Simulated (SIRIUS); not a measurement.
# Mo (Im-3m) in SIRIUS: notebook, part 2 of 3

SIRIUS 7.12.0. The steps go on from the part before.

### Step 4. Equation of state, BLYP, 15.57 Å³/atom (volume scaled by 0.98)

Contents of sirius.json:

```json
{
  "control": {
    "processing_unit": "cpu",
    "std_evp_solver_name": "lapack",
    "gen_evp_solver_name": "lapack",
    "verbosity": 2,
    "print_forces": false,
    "ortho_rf": true,
    "use_second_variation": true,
    "rmt_max": 3.0,
    "num_bands_to_print": 15,
    "save_wf": true
  },
  "parameters": {
    "electronic_structure_method": "full_potential_lapwlo",
    "xc_functionals": ["XC_GGA_X_B88", "XC_GGA_C_LYP"],
    "core_relativity": "dirac",
    "valence_relativity": "iora",
    "num_fv_states": 15,
    "smearing": "fermi_dirac",
    "smearing_width": 0.0018374661,
    "pw_cutoff": 20,
    "gk_cutoff": 3.52,
    "lmax_apw": 10,
    "lmax_rho": 8,
    "lmax_pot": 8,
    "num_mag_dims": 0,
    "auto_rmt": 0,
    "ngridk": [12, 12, 12],
    "shiftk": [0, 0, 0],
    "num_dft_iter": 80,
    "energy_tol": 1e-07,
    "density_tol": 1e-05,
    "use_symmetry": true
  },
  "settings": {"tol_ne": 1e-10},
  "iterative_solver": {"type": "exact"},
  "mixer": {"type": "anderson", "beta": 0.5, "max_history": 8},
  "unit_cell": {
    "lattice_vectors": [
      [-2.9728775707, 2.9728775707, 2.9728775707],
      [2.9728775707, -2.9728775707, 2.9728775707],
      [2.9728775707, 2.9728775707, -2.9728775707]
    ],
    "atom_types": ["Mo"],
    "atom_files": {"Mo": "Mo.json"},
    "atoms": {"Mo": [[0.0, 0.0, 0.0]]}
  }
}
```

Contents of Mo.json:

```json
{
  "name": "molybdenum",
  "symbol": "Mo",
  "number": 42,
  "mass": 95.96,
  "rmin": 1e-06,
  "rmt": 2.5,
  "nrmt": 800,
  "rinf": 17.03,
  "core": "1s2s2p3s3p3d",
  "valence": [
    {"basis": [{"enu": 0.25, "dme": 0, "n": 0, "auto": 0}, {"enu": 0.25, "dme": 1, "n": 0, "auto": 0}]},
    {"l": 0, "n": 1, "basis": [{"enu": 0.35, "dme": 0, "n": 0, "auto": 0}]},
    {"l": 1, "n": 2, "basis": [{"enu": 0.35, "dme": 0, "n": 0, "auto": 0}]},
    {"l": 2, "n": 3, "basis": [{"enu": 0.35, "dme": 0, "n": 0, "auto": 0}]},
    {"l": 3, "n": 4, "basis": [{"enu": 0.35, "dme": 0, "n": 0, "auto": 0}]}
  ],
  "lo": [
    {"l": 0, "basis": [{"enu": 0.35, "dme": 0, "n": 0, "auto": 0}, {"enu": 0.35, "dme": 1, "n": 0, "auto": 0}]},
    {
      "l": 0,
      "basis": [{"enu": -1.8659, "dme": 0, "n": 4, "auto": 1}, {"enu": -1.8659, "dme": 1, "n": 4, "auto": 1}]
    },
    {
      "l": 0,
      "basis": [{"enu": -1.8659, "dme": 1, "n": 4, "auto": 1}, {"enu": 0.35, "dme": 0, "n": 0, "auto": 0}]
    },
    {"l": 0, "basis": [{"enu": 0.35, "dme": 0, "n": 0, "auto": 0}, {"enu": 2.91, "dme": 0, "n": 0, "auto": 0}]},
    {"l": 1, "basis": [{"enu": 0.35, "dme": 0, "n": 0, "auto": 0}, {"enu": 0.35, "dme": 1, "n": 0, "auto": 0}]},
    {
      "l": 1,
      "basis": [{"enu": -0.9213, "dme": 0, "n": 4, "auto": 1}, {"enu": -0.9213, "dme": 1, "n": 4, "auto": 1}]
    },
    {
      "l": 1,
      "basis": [{"enu": -0.9213, "dme": 1, "n": 4, "auto": 1}, {"enu": 0.35, "dme": 0, "n": 0, "auto": 0}]
    },
    {"l": 1, "basis": [{"enu": 0.35, "dme": 0, "n": 0, "auto": 0}, {"enu": 3.294, "dme": 0, "n": 0, "auto": 0}]},
    {"l": 2, "basis": [{"enu": 0.35, "dme": 0, "n": 0, "auto": 0}, {"enu": 0.35, "dme": 1, "n": 0, "auto": 0}]},
    {"l": 2, "basis": [{"enu": 0.35, "dme": 1, "n": 0, "auto": 0}, {"enu": 0.35, "dme": 2, "n": 0, "auto": 0}]},
    {"l": 2, "basis": [{"enu": 0.35, "dme": 0, "n": 0, "auto": 0}, {"enu": 2.846, "dme": 0, "n": 0, "auto": 0}]},
    {"l": 3, "basis": [{"enu": 0.35, "dme": 0, "n": 0, "auto": 0}, {"enu": 0.35, "dme": 1, "n": 0, "auto": 0}]},
    {"l": 3, "basis": [{"enu": 0.35, "dme": 0, "n": 0, "auto": 0}, {"enu": 3.134, "dme": 0, "n": 0, "auto": 0}]}
  ],
  "free_atom": [... radial grid and density of the free atom, the start of the SCF ...]
}
```

Contents of sirius_start.json:

```json
{
  "control": {
    "processing_unit": "cpu",
    "std_evp_solver_name": "lapack",
    "gen_evp_solver_name": "lapack",
    "verbosity": 1,
    "print_forces": false,
    "ortho_rf": true,
    "use_second_variation": true,
    "rmt_max": 3.0,
    "num_bands_to_print": 15,
    "save_wf": false
  },
  "parameters": {
    "electronic_structure_method": "full_potential_lapwlo",
    "xc_functionals": ["XC_LDA_X", "XC_LDA_C_PW"],
    "core_relativity": "dirac",
    "valence_relativity": "iora",
    "num_fv_states": 15,
    "smearing": "fermi_dirac",
    "smearing_width": 0.0055123983,
    "pw_cutoff": 20,
    "gk_cutoff": 2.82,
    "lmax_apw": 10,
    "lmax_rho": 8,
    "lmax_pot": 8,
    "num_mag_dims": 0,
    "auto_rmt": 0,
    "ngridk": [5, 5, 5],
    "shiftk": [0, 0, 0],
    "num_dft_iter": 30,
    "energy_tol": 0.01,
    "density_tol": 0.05,
    "use_symmetry": true
  },
  "settings": {"tol_ne": 1e-10},
  "iterative_solver": {"type": "exact"},
  "mixer": {"type": "anderson", "beta": 0.5, "max_history": 8},
  "unit_cell": {
    "lattice_vectors": [
      [-2.9728775707, 2.9728775707, 2.9728775707],
      [2.9728775707, -2.9728775707, 2.9728775707],
      [2.9728775707, 2.9728775707, -2.9728775707]
    ],
    "atom_types": ["Mo"],
    "atom_files": {"Mo": "Mo.json"},
    "atoms": {"Mo": [[0.0, 0.0, 0.0]]}
  }
}
```

Started as:

```console
> OMP_NUM_THREADS=1 sirius.scf --input=sirius_start.json --output=start.json
> OMP_NUM_THREADS=1 sirius.scf --input=sirius.json --output=output.json --task=1
```

Run time: 21 s. Hardware: 1 thread of Arm Neoverse V2, shared host; peak memory 0.3 GiB.

Results (log left out):

```yaml
Free_energy: -110208.0370 eV
Band_gap_on_the_k_mesh: none (metal or under the smearing width)
All_electrons_inside_the_program's_atomic_spheres: Mo 40.37 (radii Mo 2.5 bohr)
```

### Step 5. Equation of state, BLYP, 15.89 Å³/atom

Edit sirius.json of step 4 so:

```diff
@@ -40,5 +40,5 @@
     "lattice_vectors": [
-      [-2.9728775707, 2.9728775707, 2.9728775707],
-      [2.9728775707, -2.9728775707, 2.9728775707],
-      [2.9728775707, 2.9728775707, -2.9728775707]
+      [-2.9929651906, 2.9929651906, 2.9929651906],
+      [2.9929651906, -2.9929651906, 2.9929651906],
+      [2.9929651906, 2.9929651906, -2.9929651906]
     ],
```

Contents of Mo.json:

```json
{
  "name": "molybdenum",
  "symbol": "Mo",
  "number": 42,
  "mass": 95.96,
  "rmin": 1e-06,
  "rmt": 2.5,
  "nrmt": 800,
  "rinf": 17.03,
  "core": "1s2s2p3s3p3d",
  "valence": [
    {"basis": [{"enu": 0.24, "dme": 0, "n": 0, "auto": 0}, {"enu": 0.24, "dme": 1, "n": 0, "auto": 0}]},
    {"l": 0, "n": 1, "basis": [{"enu": 0.34, "dme": 0, "n": 0, "auto": 0}]},
    {"l": 1, "n": 2, "basis": [{"enu": 0.34, "dme": 0, "n": 0, "auto": 0}]},
    {"l": 2, "n": 3, "basis": [{"enu": 0.34, "dme": 0, "n": 0, "auto": 0}]},
    {"l": 3, "n": 4, "basis": [{"enu": 0.34, "dme": 0, "n": 0, "auto": 0}]}
  ],
  "lo": [
    {"l": 0, "basis": [{"enu": 0.34, "dme": 0, "n": 0, "auto": 0}, {"enu": 0.34, "dme": 1, "n": 0, "auto": 0}]},
    {
      "l": 0,
      "basis": [{"enu": -1.8759, "dme": 0, "n": 4, "auto": 1}, {"enu": -1.8759, "dme": 1, "n": 4, "auto": 1}]
    },
    {
      "l": 0,
      "basis": [{"enu": -1.8759, "dme": 1, "n": 4, "auto": 1}, {"enu": 0.34, "dme": 0, "n": 0, "auto": 0}]
    },
    {"l": 0, "basis": [{"enu": 0.34, "dme": 0, "n": 0, "auto": 0}, {"enu": 2.9, "dme": 0, "n": 0, "auto": 0}]},
    {"l": 1, "basis": [{"enu": 0.34, "dme": 0, "n": 0, "auto": 0}, {"enu": 0.34, "dme": 1, "n": 0, "auto": 0}]},
    {
      "l": 1,
      "basis": [{"enu": -0.9313, "dme": 0, "n": 4, "auto": 1}, {"enu": -0.9313, "dme": 1, "n": 4, "auto": 1}]
    },
    {
      "l": 1,
      "basis": [{"enu": -0.9313, "dme": 1, "n": 4, "auto": 1}, {"enu": 0.34, "dme": 0, "n": 0, "auto": 0}]
    },
    {"l": 1, "basis": [{"enu": 0.34, "dme": 0, "n": 0, "auto": 0}, {"enu": 3.284, "dme": 0, "n": 0, "auto": 0}]},
    {"l": 2, "basis": [{"enu": 0.34, "dme": 0, "n": 0, "auto": 0}, {"enu": 0.34, "dme": 1, "n": 0, "auto": 0}]},
    {"l": 2, "basis": [{"enu": 0.34, "dme": 1, "n": 0, "auto": 0}, {"enu": 0.34, "dme": 2, "n": 0, "auto": 0}]},
    {"l": 2, "basis": [{"enu": 0.34, "dme": 0, "n": 0, "auto": 0}, {"enu": 2.836, "dme": 0, "n": 0, "auto": 0}]},
    {"l": 3, "basis": [{"enu": 0.34, "dme": 0, "n": 0, "auto": 0}, {"enu": 0.34, "dme": 1, "n": 0, "auto": 0}]},
    {"l": 3, "basis": [{"enu": 0.34, "dme": 0, "n": 0, "auto": 0}, {"enu": 3.124, "dme": 0, "n": 0, "auto": 0}]}
  ],
  "free_atom": [... radial grid and density of the free atom, the start of the SCF ...]
}
```

Edit sirius_start.json of step 4 so:

```diff
@@ -40,5 +40,5 @@
     "lattice_vectors": [
-      [-2.9728775707, 2.9728775707, 2.9728775707],
-      [2.9728775707, -2.9728775707, 2.9728775707],
-      [2.9728775707, 2.9728775707, -2.9728775707]
+      [-2.9929651906, 2.9929651906, 2.9929651906],
+      [2.9929651906, -2.9929651906, 2.9929651906],
+      [2.9929651906, 2.9929651906, -2.9929651906]
     ],
```

Started as:

```console
> OMP_NUM_THREADS=1 sirius.scf --input=sirius_start.json --output=start.json
> OMP_NUM_THREADS=1 sirius.scf --input=sirius.json --output=output.json --task=1
```

It took 21 s on 1 thread of Arm Neoverse V2, shared host; peak memory 0.3 GiB.

The run converged. Its results:

| Property | Result |
| --- | --- |
| Free energy | -110208.0582 eV |
| Band gap on the k mesh | none (metal or under the smearing width) |
| All electrons inside the program's atomic spheres | Mo 40.33 (radii Mo 2.5 bohr) |

### Step 6. Equation of state, BLYP, 16.21 Å³/atom (volume scaled by 1.02)

Edit sirius.json of step 5 so:

```diff
@@ -40,5 +40,5 @@
     "lattice_vectors": [
-      [-2.9929651906, 2.9929651906, 2.9929651906],
-      [2.9929651906, -2.9929651906, 2.9929651906],
-      [2.9929651906, 2.9929651906, -2.9929651906]
+      [-3.0127867298, 3.0127867298, 3.0127867298],
+      [3.0127867298, -3.0127867298, 3.0127867298],
+      [3.0127867298, 3.0127867298, -3.0127867298]
     ],
```

Contents of Mo.json:

```json
{
  "name": "molybdenum",
  "symbol": "Mo",
  "number": 42,
  "mass": 95.96,
  "rmin": 1e-06,
  "rmt": 2.5,
  "nrmt": 800,
  "rinf": 17.03,
  "core": "1s2s2p3s3p3d",
  "valence": [
    {"basis": [{"enu": 0.23, "dme": 0, "n": 0, "auto": 0}, {"enu": 0.23, "dme": 1, "n": 0, "auto": 0}]},
    {"l": 0, "n": 1, "basis": [{"enu": 0.33, "dme": 0, "n": 0, "auto": 0}]},
    {"l": 1, "n": 2, "basis": [{"enu": 0.33, "dme": 0, "n": 0, "auto": 0}]},
    {"l": 2, "n": 3, "basis": [{"enu": 0.33, "dme": 0, "n": 0, "auto": 0}]},
    {"l": 3, "n": 4, "basis": [{"enu": 0.33, "dme": 0, "n": 0, "auto": 0}]}
  ],
  "lo": [
    {"l": 0, "basis": [{"enu": 0.33, "dme": 0, "n": 0, "auto": 0}, {"enu": 0.33, "dme": 1, "n": 0, "auto": 0}]},
    {
      "l": 0,
      "basis": [{"enu": -1.8859, "dme": 0, "n": 4, "auto": 1}, {"enu": -1.8859, "dme": 1, "n": 4, "auto": 1}]
    },
    {
      "l": 0,
      "basis": [{"enu": -1.8859, "dme": 1, "n": 4, "auto": 1}, {"enu": 0.33, "dme": 0, "n": 0, "auto": 0}]
    },
    {"l": 0, "basis": [{"enu": 0.33, "dme": 0, "n": 0, "auto": 0}, {"enu": 2.89, "dme": 0, "n": 0, "auto": 0}]},
    {"l": 1, "basis": [{"enu": 0.33, "dme": 0, "n": 0, "auto": 0}, {"enu": 0.33, "dme": 1, "n": 0, "auto": 0}]},
    {
      "l": 1,
      "basis": [{"enu": -0.9413, "dme": 0, "n": 4, "auto": 1}, {"enu": -0.9413, "dme": 1, "n": 4, "auto": 1}]
    },
    {
      "l": 1,
      "basis": [{"enu": -0.9413, "dme": 1, "n": 4, "auto": 1}, {"enu": 0.33, "dme": 0, "n": 0, "auto": 0}]
    },
    {"l": 1, "basis": [{"enu": 0.33, "dme": 0, "n": 0, "auto": 0}, {"enu": 3.274, "dme": 0, "n": 0, "auto": 0}]},
    {"l": 2, "basis": [{"enu": 0.33, "dme": 0, "n": 0, "auto": 0}, {"enu": 0.33, "dme": 1, "n": 0, "auto": 0}]},
    {"l": 2, "basis": [{"enu": 0.33, "dme": 1, "n": 0, "auto": 0}, {"enu": 0.33, "dme": 2, "n": 0, "auto": 0}]},
    {"l": 2, "basis": [{"enu": 0.33, "dme": 0, "n": 0, "auto": 0}, {"enu": 2.826, "dme": 0, "n": 0, "auto": 0}]},
    {"l": 3, "basis": [{"enu": 0.33, "dme": 0, "n": 0, "auto": 0}, {"enu": 0.33, "dme": 1, "n": 0, "auto": 0}]},
    {"l": 3, "basis": [{"enu": 0.33, "dme": 0, "n": 0, "auto": 0}, {"enu": 3.114, "dme": 0, "n": 0, "auto": 0}]}
  ],
  "free_atom": [... radial grid and density of the free atom, the start of the SCF ...]
}
```

Edit sirius_start.json of step 5 so:

```diff
@@ -40,5 +40,5 @@
     "lattice_vectors": [
-      [-2.9929651906, 2.9929651906, 2.9929651906],
-      [2.9929651906, -2.9929651906, 2.9929651906],
-      [2.9929651906, 2.9929651906, -2.9929651906]
+      [-3.0127867298, 3.0127867298, 3.0127867298],
+      [3.0127867298, -3.0127867298, 3.0127867298],
+      [3.0127867298, 3.0127867298, -3.0127867298]
     ],
```

Potentials or basis: all-electron FP-LAPW, apw+lo standard.

Started as:

```console
> OMP_NUM_THREADS=1 sirius.scf --input=sirius_start.json --output=start.json
> OMP_NUM_THREADS=1 sirius.scf --input=sirius.json --output=output.json --task=1
```

Run time: 21 s. Hardware: 1 thread of Arm Neoverse V2, shared host; peak memory 0.3 GiB.

It converged, with:

```yaml
Free_energy: -110208.0688 eV
Band_gap_on_the_k_mesh: none (metal or under the smearing width)
All_electrons_inside_the_program's_atomic_spheres: Mo 40.29 (radii Mo 2.5 bohr)
```

### Step 7. Equation of state, BLYP, 16.53 Å³/atom (volume scaled by 1.04)

Edit sirius.json of step 6 so:

```diff
@@ -40,5 +40,5 @@
     "lattice_vectors": [
-      [-3.0127867298, 3.0127867298, 3.0127867298],
-      [3.0127867298, -3.0127867298, 3.0127867298],
-      [3.0127867298, 3.0127867298, -3.0127867298]
+      [-3.0323508281, 3.0323508281, 3.0323508281],
+      [3.0323508281, -3.0323508281, 3.0323508281],
+      [3.0323508281, 3.0323508281, -3.0323508281]
     ],
```

Contents of Mo.json:

```json
{
  "name": "molybdenum",
  "symbol": "Mo",
  "number": 42,
  "mass": 95.96,
  "rmin": 1e-06,
  "rmt": 2.5,
  "nrmt": 800,
  "rinf": 17.03,
  "core": "1s2s2p3s3p3d",
  "valence": [
    {"basis": [{"enu": 0.22, "dme": 0, "n": 0, "auto": 0}, {"enu": 0.22, "dme": 1, "n": 0, "auto": 0}]},
    {"l": 0, "n": 1, "basis": [{"enu": 0.32, "dme": 0, "n": 0, "auto": 0}]},
    {"l": 1, "n": 2, "basis": [{"enu": 0.32, "dme": 0, "n": 0, "auto": 0}]},
    {"l": 2, "n": 3, "basis": [{"enu": 0.32, "dme": 0, "n": 0, "auto": 0}]},
    {"l": 3, "n": 4, "basis": [{"enu": 0.32, "dme": 0, "n": 0, "auto": 0}]}
  ],
  "lo": [
    {"l": 0, "basis": [{"enu": 0.32, "dme": 0, "n": 0, "auto": 0}, {"enu": 0.32, "dme": 1, "n": 0, "auto": 0}]},
    {
      "l": 0,
      "basis": [{"enu": -1.8959, "dme": 0, "n": 4, "auto": 1}, {"enu": -1.8959, "dme": 1, "n": 4, "auto": 1}]
    },
    {
      "l": 0,
      "basis": [{"enu": -1.8959, "dme": 1, "n": 4, "auto": 1}, {"enu": 0.32, "dme": 0, "n": 0, "auto": 0}]
    },
    {"l": 0, "basis": [{"enu": 0.32, "dme": 0, "n": 0, "auto": 0}, {"enu": 2.88, "dme": 0, "n": 0, "auto": 0}]},
    {"l": 1, "basis": [{"enu": 0.32, "dme": 0, "n": 0, "auto": 0}, {"enu": 0.32, "dme": 1, "n": 0, "auto": 0}]},
    {
      "l": 1,
      "basis": [{"enu": -0.9513, "dme": 0, "n": 4, "auto": 1}, {"enu": -0.9513, "dme": 1, "n": 4, "auto": 1}]
    },
    {
      "l": 1,
      "basis": [{"enu": -0.9513, "dme": 1, "n": 4, "auto": 1}, {"enu": 0.32, "dme": 0, "n": 0, "auto": 0}]
    },
    {"l": 1, "basis": [{"enu": 0.32, "dme": 0, "n": 0, "auto": 0}, {"enu": 3.264, "dme": 0, "n": 0, "auto": 0}]},
    {"l": 2, "basis": [{"enu": 0.32, "dme": 0, "n": 0, "auto": 0}, {"enu": 0.32, "dme": 1, "n": 0, "auto": 0}]},
    {"l": 2, "basis": [{"enu": 0.32, "dme": 1, "n": 0, "auto": 0}, {"enu": 0.32, "dme": 2, "n": 0, "auto": 0}]},
    {"l": 2, "basis": [{"enu": 0.32, "dme": 0, "n": 0, "auto": 0}, {"enu": 2.816, "dme": 0, "n": 0, "auto": 0}]},
    {"l": 3, "basis": [{"enu": 0.32, "dme": 0, "n": 0, "auto": 0}, {"enu": 0.32, "dme": 1, "n": 0, "auto": 0}]},
    {"l": 3, "basis": [{"enu": 0.32, "dme": 0, "n": 0, "auto": 0}, {"enu": 3.104, "dme": 0, "n": 0, "auto": 0}]}
  ],
  "free_atom": [... radial grid and density of the free atom, the start of the SCF ...]
}
```

Edit sirius_start.json of step 6 so:

```diff
@@ -40,5 +40,5 @@
     "lattice_vectors": [
-      [-3.0127867298, 3.0127867298, 3.0127867298],
-      [3.0127867298, -3.0127867298, 3.0127867298],
-      [3.0127867298, 3.0127867298, -3.0127867298]
+      [-3.0323508281, 3.0323508281, 3.0323508281],
+      [3.0323508281, -3.0323508281, 3.0323508281],
+      [3.0323508281, 3.0323508281, -3.0323508281]
     ],
```

Started as:

```console
> OMP_NUM_THREADS=1 sirius.scf --input=sirius_start.json --output=start.json
> OMP_NUM_THREADS=1 sirius.scf --input=sirius.json --output=output.json --task=1
```

It took 21 s on 1 thread of Arm Neoverse V2, shared host; peak memory 0.3 GiB.

It converged, with:

```yaml
Free_energy: -110208.0698 eV
Band_gap_on_the_k_mesh: none (metal or under the smearing width)
All_electrons_inside_the_program's_atomic_spheres: Mo 40.25 (radii Mo 2.5 bohr)
```

(Continued in part 3 of 3.)
